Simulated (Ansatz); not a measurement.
# PbS (P-6m2) in Ansatz: settings compared, part 2 of 2

Ansatz 0.2.0. The steps go on from the part before.

### Step 3. Relaxation of cell and atoms, BLYP+D4

File input.yaml:

```yaml
crystal:
  lattice:
    - [4.0896976867, 0.0, 0.0]
    - [-2.0448488433, 3.5417820905, 0.0]
    - [0.0, 0.0, 3.788167]
  atoms:
    - { symbol: Pb, position: [0.0, 0.0, 0.0] }
    - { symbol: S, position: [0.6666666667, 0.3333333333, 0.5] }
hamiltonian:
  xc: blyp
  pseudopotentials: { kind: paw }
  dispersion: d4
kpoints:
  mp_grid: { grid: [8, 8, 7] }
scf:
  occupations: { method: fermi_dirac, width: 0.05 }
output:
  forces: true
  stress: true
  eigenvalues: true
relax:
  f_tol: 0.01
  max_steps: 40
  cell: { stress_tol: 0.05 }
```

Potentials or basis: Ansatz PAW.

Run with:

```console
$ ansatz run input.yaml --threads 2 --pin off --max-ram 5632MiB --backend cpu --events-out ev --progress --plain --runs-dir out
```

Log:

```text
Warning: RAYON_NUM_THREADS=2 ignored (pool sized by the plan → 2); use --threads N
Engine: ansatz 0.2.0, aarch64-unknown-linux-gnu
Pseudopotentials: kind: paw
Pseudopotential: Pb, paw, valence charge 14, recommended cutoff 420 eV (normal), Pb.paw.azcp
Pseudopotential: S, paw, valence charge 6, recommended cutoff 420 eV (normal), S.paw.azcp
Functional definition: BLYP
  parameter beta = 0.0042
  parameter a = 0.04918
  parameter b = 0.132
  parameter c = 0.2533
  parameter d = 0.349
  exchange = b88_x(beta = beta)
  correlation = lyp_c(a = a, b = b, c = c, d = d)
Crystal: 2 atoms, lattice volume = 54.871 Å³
[... 86 lines left out ...]
  E_closure    = -0.000000  (closes the sum)
  Σ components = -12843.554223   (vs F -12843.554223, Δ=0.00e0)
--- Forces (eV/Å), atoms counted from 1 ---
  atom   1  Pb    -0.00000000     0.00000000     0.00000000
  atom   2  S     -0.00000000    -0.00000000    -0.00000000
  max |Σ_I F_I| component: 1.06e-16 eV/Å
--- Stress (GPa, compression-positive) ---
        0.007066       0.000000       0.000000
        0.000000       0.007066      -0.000000
        0.000000      -0.000000       0.015705
  P = ⅓ Tr σ = 0.0099 GPa (0.099 kbar)
--- Band table (eV; the first three rows and the last of 40) ---
  k-point 0: bands = ["-8.7541", "-8.7432", "-8.7432", "-8.6395", "-8.6395", "-4.9979", "1.6082", "5.9330", "6.5685", "6.5685", "11.6809", "11.6809", "13.6886", "14.5737"]
  k-point 1: bands = ["-8.7417", "-8.7417", "-8.7333", "-8.6475", "-8.6475", "-4.8481", "1.1232", "6.2302", "6.6636", "6.6636", "11.7566", "11.7566", "12.9301", "15.1227"]
  k-point 2: bands = ["-8.7383", "-8.7383", "-8.6869", "-8.6654", "-8.6654", "-4.4404", "0.0931", "6.8918", "6.8918", "6.9480", "11.2328", "11.9131", "11.9131", "16.4452"]
  k-point 39: bands = ["-8.7628", "-8.7215", "-8.7074", "-8.6927", "-8.6058", "-3.2285", "0.7669", "4.1836", "4.5622", "5.8594", "8.2917", "12.2716", "13.5520", "16.1030"]
--- Relaxed structure (3 steps of the walk, 3 accepted, 1 SCFs on fresh bases) ---
  F+E_penalty+E_count = -12843.55422319 eV   max|allowed force component| = 9.599e-17 eV/Å   (the final SCF, on the basis selected at the relaxed cell)
  cell:  # Å, volume = 54.4119 Å³
    - [4.060592940274127, -2.8661887000804965e-11, -9.202972553222038e-20]
    - [-2.0302964701122406, 3.516576640719472, 4.601486276554636e-20]
    - [-8.524443516033303e-20, -1.3439617919912136e-33, 3.8105189911888595]
  atoms:
    - { symbol: Pb, position: [-3.7007434155248937e-17, 1.087548525131708e-34, -1.0168136433199674e-34] }
    - { symbol: S, position: [0.6666666666666666, 0.3333333333333333, 0.49999999999999994] }
```

Wall time 13 s (2 threads of Arm Neoverse N1, shared host); peak memory 0.35 GiB.

What came out:

```
Free energy                            : -12843.5542 eV
Relaxed volume                         : 27.21 Å³/atom
Relaxed cell                           : a = 4.061 Å, b = 4.061 Å, c = 3.811 Å, α = 90.00°, β = 90.00°, γ = 120.00°
Space group after relaxing (to 0.05 Å) : P-6m2 (No. 187)
Energy gained by relaxing              : 0.8 meV/atom
Ionic steps                            : 4
Pressure after relaxing                : 0.0 GPa
Band gap on the k mesh                 : 0.23 eV, indirect (least direct gap 1.73 eV)
```

The path:
| step | energy change (eV) | largest force (eV/Å) | volume (Å³) |
| --- | --- | --- | --- |
| 1 | 0.0000 | 0.0000 | 54.87 |
| 2 | -0.0016 | 0.0000 | 54.38 |
| 3 | -0.0016 | 0.0000 | 54.41 |
| 4 | -0.0016 | 0.0000 | 54.41 |

Final structure:
```
Pb S
1.0
     4.06059    0.00000    0.00000
    -2.03030    3.51658    0.00000
     0.00000    0.00000    3.81052
Pb S
1 1
Cartesian
  0.0000 0.0000 0.0000
  2.0303 1.1722 1.9053
```

Caveat: odd divisions of the mesh miss points on the zone boundary, where band edges often lie, so the gap on the mesh can be too wide; the plane-wave basis is chosen anew once the cell has moved, so the energies of steps on either side of that aren't comparable; spin-orbit coupling is left out, which as a rule narrows the gap of such compounds by several tenths of an eV; the PAW data sets come from PBE, with cores solved anew for the run's functional, which leaves a small shift of forces and pressure. A k mesh can miss the band edges.

### Step 4. Single point, PBE

Changes to input.yaml since step 3:

```diff
@@ -9,5 +9,4 @@
 hamiltonian:
-  xc: blyp
+  xc: pbe
   pseudopotentials: { kind: paw }
-  dispersion: d4
 kpoints:
@@ -15,3 +14,3 @@
 scf:
-  occupations: { method: fermi_dirac, width: 0.05 }
+  occupations: { method: gaussian, width: 0.029 }
 output:
@@ -20,5 +19 @@
   eigenvalues: true
-relax:
-  f_tol: 0.01
-  max_steps: 40
-  cell: { stress_tol: 0.05 }
```

Run with:

```console
$ ansatz run input.yaml --threads 2 --pin off --max-ram 5632MiB --backend cpu --events-out ev --progress --plain --runs-dir out
```

It took 2.6 s on 2 threads of Arm Neoverse N1, shared host; peak memory 0.33 GiB.

It converged, with:

```yaml
Free_energy: -12809.3246 eV
Pressure: 0.1 GPa
Band_gap_on_the_k_mesh: 0.21 eV, indirect (least direct gap 1.64 eV)
```

Levels at points of the mesh, in eV from the valence-band top:
| k point | band 7 | band 8 | band 9 | band 10 | band 11 | band 12 | band 13 | band 14 |
| --- | --- | --- | --- | --- | --- | --- | --- | --- |
| (0.00, 0.00, 0.00) | -6.36 | -2.07 | -1.59 | -1.59 | 3.54 | 3.54 | 5.34 | 6.59 |
| (0.00, -0.50, 0.00) | -8.36 | -2.60 | -1.71 | -1.09 | 2.01 | 4.02 | 5.35 | 5.48 |

Caveat: odd divisions of the mesh miss points on the zone boundary, where band edges often lie, so the gap on the mesh can be too wide; spin-orbit coupling is left out, which as a rule narrows the gap of such compounds by several tenths of an eV. A k mesh can miss the band edges.

### Step 5. Single point, PBE

Changes to input.yaml since step 4:

```diff
@@ -14,3 +14,3 @@
 scf:
-  occupations: { method: gaussian, width: 0.029 }
+  occupations: { method: gaussian, width: 0.03 }
 output:
@@ -19 +19,5 @@
   eigenvalues: true
+  write_density: true
+  write_potential: true
+  elf: true
+  volumetric_format: npy
```

Run with:

```console
$ ansatz run input.yaml --threads 2 --pin off --max-ram 5632MiB --backend cpu --events-out ev --progress --plain --runs-dir out
```

Wall time 3.5 s (2 threads of Arm Neoverse N1, shared host); peak memory 0.34 GiB.

It converged, with:

```yaml
Free_energy: -12809.3246 eV
Pressure: 0.1 GPa
Band_gap_on_the_k_mesh: 0.21 eV, indirect (least direct gap 1.64 eV)
```

Levels at points of the mesh, in eV from the valence-band top:
| k point | band 8 | band 9 | band 10 | band 11 | band 12 | band 13 |
| --- | --- | --- | --- | --- | --- | --- |
| (0.00, 0.00, 0.00) | -2.07 | -1.59 | -1.59 | 3.54 | 3.54 | 5.34 |
| (0.00, -0.50, 0.00) | -2.60 | -1.71 | -1.09 | 2.01 | 4.02 | 5.35 |

Caveat: odd divisions of the mesh miss points on the zone boundary, where band edges often lie, so the gap on the mesh can be too wide; spin-orbit coupling is left out, which as a rule narrows the gap of such compounds by several tenths of an eV. A k mesh can miss the band edges.

### Step 6. The runs side by side

| task | level | cell | smearing | gap on the mesh (eV) | pressure (GPa) | relaxed volume (Å³/atom) |
| --- | --- | --- | --- | --- | --- | --- |
| relaxation of cell and atoms | BLYP+D3(BJ) | relaxed | fermi-dirac 0.05 eV | 0.16 | 0.0 | 26.73 |
| relaxation of cell and atoms | BLYP+D4 | relaxed | fermi-dirac 0.05 eV | 0.23 | 0.0 | 27.21 |
| single point | PBE | as given | gaussian 0.029 eV | 0.21 | 0.1 | - |
| single point | PBE | as given | gaussian 0.03 eV | 0.21 | 0.1 | - |

Alike in all rows: potentials or basis Ansatz PAW; no spin polarisation; k mesh 8 × 8 × 7; cutoff (eV) 420.

Caveats: odd divisions of the mesh miss points on the zone boundary, where band edges often lie, so the gap on the mesh can be too wide; spin-orbit coupling is left out, which as a rule narrows the gap of such compounds by several tenths of an eV; the plane-wave basis is chosen anew once the cell has moved, so the energies of steps on either side of that aren't comparable (some runs); the PAW data sets come from PBE, with cores solved anew for the run's functional, which leaves a small shift of forces and pressure (some runs).

Total energies depend on the potentials used, so only differences within one code and one set of settings carry meaning.
